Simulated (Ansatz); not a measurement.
## Property card for Ni2Ge

Level of theory: DFT PBEsol, scalar-relativistic, plane waves, PAW (Ansatz 0.2.0).

Cutoff 420 eV; k points 12×12×8 on the computed 6-atom cell (Γ-centred); Gaussian smearing, width 0.10 eV; no spin polarisation.

The structure is relaxed at this level of theory with its symmetry kept. Whether it is the stable form of this composition wasn't checked.

Symmetry: P6_3/mmc, No. 194, hexagonal system. Conventional cell: a = 3.972 Å, b = 3.972 Å, c = 5.014 Å, α = 90.00°, β = 90.00°, γ = 120.00°. Ni (site symmetry -6m2) is surrounded by 5 Ge at 2.29 to 2.51 Å and 6 Ni at 2.61 Å. Ni (site symmetry -3m) has 8 Ni at 2.51 to 2.61 Å and 6 Ge at 2.61 Å as nearest neighbours. Ge (site symmetry -6m2) is surrounded by 11 Ni at 2.29 to 2.61 Å.

| Property | Result |
| --- | --- |
| Volume per atom | 11.42 Å³ |
| Formation energy from the elements' standard states (uncorrected) | -0.335 eV/atom |
| Kohn–Sham band gap | none (metal) |
| Density of states at the Fermi level | 3.66 states/eV per cell |
| Löwdin character within 0.5 eV of the Fermi level | Ni 3d 73 %, Ge 4p 18 % |
| Bulk modulus | 200 GPa |
| Its pressure derivative | 4.9 |
| Bader charges (e) | Ni (2 in the cell) -0.23, Ni (2 in the cell) -0.01, Ge (2 in the cell) 0.24 |

A ferromagnetic start lost its moments in a first run, so spin was left out; other magnetic orders weren't tried.